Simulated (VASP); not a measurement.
# Li2H (P-3m1) in VASP: reference runs

Aim: a first look at Li2H with PBE, on the cell as given and on a disturbed one.

All numbers are computed with VASP 6.6.1; they aren't measurements. Logs are shortened: lines on timing, memory, paths and dates and some standing lists are left out, and cuts for length are marked.

## 1. The crystal as given

It takes space group P-3m1 (No. 164, trigonal). Conventional cell: a = 2.837 Å, b = 2.837 Å, c = 4.988 Å, α = 90.00°, β = 90.00°, γ = 120.00°. Li (site symmetry 3m) is surrounded by 3 H at 2.02 Å. H (site symmetry -3m) has 6 Li at 2.02 Å as nearest neighbours.

The cell was built by a generator and needn't be a form met in nature.

## 2. Single point, PBE

INCAR reads:

```
  PREC = Accurate
  ENCUT = 520
  EDIFF = 1E-7
  ISMEAR = -1
  SIGMA = 0.05
  LREAL = F
  LASPH = T
  NELM = 60
  ALGO = Normal
  ISIF = 2
  LWAVE = F
  LCHARG = T
  GGA = PE
  LELF = T
  LVHAR = T
  NBANDS = 10
```

KPOINTS reads:

```
Automatic mesh
0
Gamma
  11 11 6
```

POSCAR reads:

```
Li2H
1.0
    2.8373600000      0.0000000000      0.0000000000
   -1.4186800000      2.4572300000      0.0000000000
    0.0000000000      0.0000000000      4.9884700000
Li H
2 1
Direct
    0.3333300000      0.6666700000      0.2643000000
    0.6666700000      0.3333300000      0.7357000000
    0.0000000000      0.0000000000      0.5000000000
```

Potentials or basis: VASP PAW PBE potentials, release 64 (Li_sv, H).

The run is started by

```
$ cat potpaw_PBE.64/Li_sv/POTCAR potpaw_PBE.64/H/POTCAR > POTCAR
$ mpirun -np 1 vasp_std > vasp.out
```

OUTCAR:

```text
PREC = Accurate
   ENCUT = 520
   EDIFF = 1E-7
   ISMEAR = -1
   LREAL = F
   LASPH = T
   NELM = 60
   ISIF = 2
   GGA = PE

 ion  position               nearest neighbor table
   1  0.333  0.667  0.264-
   2  0.667  0.333  0.736-
   3  0.000  0.000  0.500-

  LATTYP: Found a hexagonal cell.
 ALAT       =     2.8373600000
 C/A-ratio  =     1.7581378464

  Lattice vectors:

 A1 = (   2.8373600000,   0.0000000000,   0.0000000000)
 A2 = (  -1.4186800000,   2.4572300000,   0.0000000000)
 A3 = (   0.0000000000,   0.0000000000,   4.9884700000)

Analysis of symmetry for initial positions (statically):
=====================================================================
 Subroutine PRICEL returns:
 Original cell was already a primitive cell.

 Routine SETGRP: Setting up the symmetry group for a
 hexagonal supercell.

 Subroutine GETGRP returns: Found  4 space group operations
 (whereof  4 operations were pure point group operations)
 out of a pool of 24 trial point group operations.

The static configuration has the point symmetry C_2h.

Analysis of symmetry for dynamics (positions and initial velocities):
=====================================================================
 Subroutine PRICEL returns:
 Original cell was already a primitive cell.

 Routine SETGRP: Setting up the symmetry group for a
 hexagonal supercell.

 Subroutine GETGRP returns: Found  4 space group operations
 (whereof  4 operations were pure point group operations)
 out of a pool of 24 trial point group operations.

The dynamic configuration has the point symmetry C_2h.

 Subroutine INISYM returns: Found  4 space group operations
 (whereof  4 operations are pure point group operations),
 and found     1 'primitive' translations

----------------------------------------------------------------------------------------

                                     Primitive cell

  volume of cell :      34.7798

  direct lattice vectors                    reciprocal lattice vectors
     2.837360000  0.000000000  0.000000000     0.352440297  0.203481156  0.000000000
    -1.418680000  2.457230000  0.000000000     0.000000000  0.406962311  0.000000000
     0.000000000  0.000000000  4.988470000     0.000000000  0.000000000  0.200462266

  length of vectors
     2.837360000  2.837363603  4.988470000     0.406962828  0.406962311  0.200462266

  position of ions in fractional coordinates (direct lattice)
     0.333330000  0.666670000  0.264300000
     0.666670000  0.333330000  0.735700000
     0.000000000  0.000000000  0.500000000

  ion indices of the primitive-cell ions
   primitive index   ion index
                 1           1
                 2           2
                 3           3

----------------------------------------------------------------------------------------

 KPOINTS: Automatic mesh

Automatic generation of k-mesh.
 Grid dimensions read from file:
 generate k-points for:   11   11    6

 Generating k-lattice:

  Cartesian coordinates                     Fractional coordinates (reciprocal lattice)
     0.032040027  0.018498287  0.000000000     0.090909091  0.000000000  0.000000000
     0.000000000  0.036996574  0.000000000     0.000000000  0.090909091  0.000000000
     0.000000000  0.000000000  0.033410378     0.000000000  0.000000000  0.166666667

  Length of vectors
     0.036996621  0.036996574  0.033410378

  Shift w.r.t. Gamma in fractional coordinates (k-lattice)
     0.000000000  0.000000000  0.000000000

 Subroutine IBZKPT returns following result:
 ===========================================

 Found    204 irreducible k-points:

 Following reciprocal coordinates:
            Coordinates               Weight
  0.000000  0.000000  0.000000      1.000000
  0.090909  0.000000  0.000000      4.000000
 -0.090909  0.090909  0.000000      2.000000
  0.181818  0.000000  0.000000      4.000000
 -0.181818  0.181818  0.000000      2.000000
  0.272727  0.000000  0.000000      4.000000
[... 16 lines left out ...]
  0.454545  0.090909  0.000000      4.000000
  0.454545  0.454545  0.000000      2.000000
 [... further k-points ...]
   k-points           NKPTS =    204   k-points in BZ     NKDIM =    204   number of bands    NBANDS=     10
   number of dos      NEDOS =    301   number of ions     NIONS =      3
   total plane-waves  NPLWV =  23040
   dimension x,y,z NGX =    24 NGY =   24 NGZ =   40
   dimension x,y,z NGXF=    48 NGYF=   48 NGZF=   80
   ions per type =               2   1
   NGX,Y,Z   is equivalent  to a cutoff of  14.06, 14.06, 13.33 a.u.
   NGXF,Y,Z  is equivalent  to a cutoff of  28.12, 28.12, 26.66 a.u.
 SYSTEM =  unknown system
   PREC   = accura    normal or accurate (medium, high low for compatibility)
   ISTART =      0    job   : 0-new  1-cont  2-samecut
   ICHARG =      2    charge: 1-file 2-atom 10-const
   ISPIN  =      1    spin polarized calculation?
   LNONCOLLINEAR =      F non collinear calculations
   LSORBIT =      F    spin-orbit coupling
   LASPH  =      T    aspherical Exc in radial PAW
   ENCUT  =  520.0 eV  38.22 Ry    6.18 a.u.   5.28  5.28  9.28*2*pi/ulx,y,z
   NELM   =     60;   NELMIN=  2; NELMDL= -5     # of ELM steps
   EDIFF  = 0.1E-06   stopping-criterion for ELM
   LREAL  =      F    real-space projection
   EDIFFG = 0.1E-05   stopping-criterion for IOM
   NSW    =      0    number of steps for IOM
   IBRION =     -1    ionic relax: 0-MD 1-quasi-New 2-CG
   NFREE  =      0    steps in history (QN), initial steepest desc. (CG)
   ISIF   =      2    stress and relaxation
   ISYM   =      2    0-nonsym 1-usesym 2-fastsym
   POTIM  = 0.5000    time-step for ionic-motion
   TEBEG  =    0.0;   TEEND  =   0.0 temperature during run
   PSTRESS=    0.0 pullay stress
   NELECT =       7.0000    total number of electrons
   NUPDOWN=      -1.0000    fix difference up-down
   EMIN   =  10.00;   EMAX   =-10.00  energy-range for DOS
   EFERMI =   0.00;   METHOD = LEGACY
   ISMEAR =    -1;   SIGMA  =   0.05  broadening in eV -4-tet -1-fermi 0-gaus
   EFERMI_NEDOS =   21; number of points for ismear=-14 and -15
   IALGO  =     38    algorithm
   IMIX   =      4    mixing-type and parameters
     AMIX     =   0.40;   BMIX     =  1.00
     AMIX_MAG =   1.60;   BMIX_MAG =  1.00
  volume/ion in A,a.u.               =      11.59        78.24
  Fermi-wavevector in a.u.,A,eV,Ry     =   0.959397  1.812997 12.523379  0.920442
  Thomas-Fermi vector in A             =   2.088589
   LORBIT       =      0    0 simple, 1 ext, 2 COOP (PROOUT), +10 PAW based schemes
   GGA     = PE    functional components
   LHFCALC =     F    Hartree Fock is set to
   AEXX    =    0.0000 exact exchange contribution
   IVDW    =     0    specifies the selected vdW correction
   LEPSILON=     F    determine dielectric tensor
   LRPA    =     F    only Hartree local field effects (RPA)
 non-spin polarized calculation
  energy-cutoff  :      520.00
  volume of cell :       34.78
 maximum number of plane-waves:       949
 NGX is ok and might be reduce to    24
   NGX = 11   NGY = 11   NGZ = 19

 number of electron       6.9999995 magnetization

 Free energy of the ion-electron system (eV)
  ---------------------------------------------------
  ext. energy  EPLUGINS =         0.00000000
  ---------------------------------------------------
  free energy    TOTEN  =        -7.89538934 eV

  energy without entropy =       -7.88929713  energy(sigma->0) =       -7.89234324

 E-fermi :   1.8500     XC(G=0):  -7.8451

 val. band max:        1.8222537645   @ k =  -0.0909   0.3636   0.1667
 cond. band min:       1.8543184245   @ k =   0.0909  -0.4545   0.3333
 fundamental gap:      0.0320646600
 Fermi energy:         1.8499852981

 k-point     1 :       0.0000    0.0000    0.0000
  band No.  band energies     occupation
      1     -44.9436      2.00000
      2     -44.9149      2.00000
      3      -5.3280      2.00000
      4      -0.0973      2.00000
      5       3.9106      0.00000
      6      13.7249      0.00000
      7      15.5416      0.00000
      8      16.0573      0.00000
      9      16.0574      0.00000
     10      16.7831      0.00000

 k-point     2 :       0.0909    0.0000    0.0000
  band No.  band energies     occupation
      1     -44.9408      2.00000
      2     -44.9132      2.00000
      3      -5.1892      2.00000
      4       0.0902      2.00000
      5       3.9618      0.00000
      6      12.4580      0.00000
      7      14.7153      0.00000
      8      14.9293      0.00000
      9      15.6034      0.00000
     10      17.1632      0.00000

 k-point     3 :      -0.0909    0.0909    0.0000
  band No.  band energies     occupation
      1     -44.9408      2.00000
      2     -44.9132      2.00000
      3      -5.1892      2.00000
      4       0.0902      2.00000
      5       3.9618      0.00000
      6      12.4580      0.00000
      7      14.7153      0.00000
      8      14.9292      0.00000
      9      15.6034      0.00000
     10      17.1633      0.00000

 k-point     4 :       0.1818    0.0000    0.0000
  band No.  band energies     occupation
      1     -44.9332      2.00000
      2     -44.9087      2.00000
      3      -4.7798      2.00000
      4       0.6511      2.00000
      5       4.0993      0.00000
      6       9.9240      0.00000
      7      13.2489      0.00000
      8      13.6733      0.00000
      9      15.3598      0.00000
     10      16.4350      0.00000
[... 222 lines left out ...]
 k-point    22 :      -0.4545    0.3636    0.0000
  band No.  band energies     occupation
      1     -44.9076      2.00000
      2     -44.8967      2.00000
      3      -2.8617      2.00000
      4       2.9424      0.00000
      5       4.0720      0.00000
      6       6.5294      0.00000
      7       8.3167      0.00000
      8       9.1597      0.00000
      9      12.0913      0.00000
     10      14.2511      0.00000

 k-point    23 :       0.4545    0.0909    0.0000
  band No.  band energies     occupation
      1     -44.9040      2.00000
      2     -44.8959      2.00000
      3      -2.4686      2.00000
      4       2.5092      0.00000
      5       5.2095      0.00000
      6       6.3072      0.00000
      7       7.4863      0.00000
      8       8.2273      0.00000
      9      11.7581      0.00000
     10      14.0813      0.00000

 k-point    24 :       0.4545    0.4545    0.0000
  band No.  band energies     occupation
      1     -44.9040      2.00000
      2     -44.8959      2.00000
      3      -2.4686      2.00000
      4       2.5093      0.00000
      5       5.2095      0.00000
      6       6.3072      0.00000
      7       7.4862      0.00000
      8       8.2274      0.00000
      9      11.7582      0.00000
     10      14.0813      0.00000

 [... further k-points ...]

------------------------ aborting loop because EDIFF is reached ----------------------------------------

  FORCE on cell =-STRESS in cart. coord.  units (eV):
  Direction    XX          YY          ZZ          XY          YZ          ZX
  --------------------------------------------------------------------------------------
  -------------------------------------------------------------------------------------
  Total       -0.0296163     -0.0296366     -0.0350396     -0.0000175      0.0000119     -0.0000207
  in kB       -1.3643105     -1.3652454     -1.6141452     -0.0008056      0.0005497     -0.0009522
  external PRESSURE =      -1.4479004 kB  Pullay stress =       0.0000000 kB

 VOLUME and BASIS-vectors are now :
 -----------------------------------------------------------------------------
  energy-cutoff  :      520.00
  volume of cell :       34.78
      direct lattice vectors                 reciprocal lattice vectors
     2.837360000  0.000000000  0.000000000     0.352440297  0.203481156  0.000000000
    -1.418680000  2.457230000  0.000000000     0.000000000  0.406962311  0.000000000
     0.000000000  0.000000000  4.988470000     0.000000000  0.000000000  0.200462266

 POSITION                                       TOTAL-FORCE (eV/Angst)
 -----------------------------------------------------------------------------------
     -0.00001      1.63816      1.31845         0.000009     -0.000005      0.006427
      1.41869      0.81907      3.67002        -0.000009      0.000005     -0.006427
      0.00000      0.00000      2.49424         0.000000      0.000000      0.000000
 -----------------------------------------------------------------------------------
    total drift:                                0.000000      0.000000      0.000000

  FREE ENERGIE OF THE ION-ELECTRON SYSTEM (eV)
  ---------------------------------------------------
  free  energy   TOTEN  =        -7.8953893444 eV

  energy  without entropy=       -7.8892971281  energy(sigma->0) =       -7.89234324
```

Wall time 43 s (1 thread of AMD EPYC 9R14 (Zen 4), shared host); peak memory 0.16 GiB.

What came out:

```yaml
Free_energy: -7.8954 eV
Largest_force: 0.006 eV/Å
Band_gap_on_the_k_mesh: none (metal or under the smearing width)
```

Forces in eV/Å, atoms in the order of the input:
```
Li   0.000  0.000  0.006
Li   0.000  0.000 -0.006
H    0.000  0.000  0.000
```

Levels at points of the mesh, in eV from the Fermi level:
```csv
k point,band 1,band 2,band 3,band 4,band 5,band 6,band 7,band 8,band 9
"(0.00, 0.00, 0.00)",-46.79,-46.76,-7.18,-1.95,2.06,11.87,13.69,14.21,14.21
"(0.00, 0.00, 0.50)",-46.79,-46.77,-7.04,-2.95,6.15,6.98,12.07,14.83,14.87
```

Caveat: the cutoff is under 1.25 times the usual one of these potentials, so pressure, stress and relaxed cells hold a basis-set (Pulay) error.

## 3. Single point, PBE (atoms moved at random, drawn with an rms of 0.05 Å)

INCAR reads:

```
SYSTEM = Li2H
PREC = Accurate ; ENCUT = 520
EDIFF = 1E-7 ; ISMEAR = -1
SIGMA = 0.05 ; LREAL = .FALSE.
LASPH = .TRUE. ; NELM = 100
ALGO = Normal ; ISIF = 2
LWAVE = .FALSE. ; LCHARG = .TRUE.
GGA = PE ; LELF = .TRUE.
LVHAR = .TRUE. ; NBANDS = 10
```

KPOINTS reads:

```
regular mesh
0
G
  11 11 6
  0 0 0
```

POSCAR reads:

```
Li2H
1.0
    2.8373600000      0.0000000000      0.0000000000
   -1.4186800000      2.4572300000      0.0000000000
    0.0000000000      0.0000000000      4.9884700000
Li H
2 1
Direct
    0.3109700000      0.6609500000      0.2667550000
    0.6901930000      0.3305150000      0.7445300000
   -0.0052840000     -0.0078930000      0.5016780000
```

Potentials or basis: VASP PAW PBE potentials, release 64 (Li_sv, H).

The run is started by

```
$ cat potpaw_PBE.64/Li_sv/POTCAR potpaw_PBE.64/H/POTCAR > POTCAR
$ mpirun -np 1 vasp_std > vasp.out
```

Wall time 74 s (1 thread of AMD EPYC 9R14 (Zen 4), shared host); peak memory 0.2 GiB.

The run converged. Its results:

```yaml
Free_energy: -7.8896 eV
Largest_force: 0.122 eV/Å
Band_gap_on_the_k_mesh: none (metal or under the smearing width)
```

Forces on the atoms (eV/Å):
```
Li   0.057 -0.004  0.074
Li  -0.064 -0.006 -0.104
H    0.007  0.010  0.029
```

Levels at points of the mesh, in eV from the Fermi level:
```tsv
k point	band 1	band 2	band 3	band 4	band 5	band 6
(0.00, 0.00, 0.00)	-46.76	-46.72	-7.10	-1.95	2.10	11.90
(0.00, 0.00, 0.50)	-46.75	-46.72	-6.96	-2.95	6.24	6.92
```

Caveat: the cutoff is under 1.25 times the usual one of these potentials, so pressure, stress and relaxed cells hold a basis-set (Pulay) error.
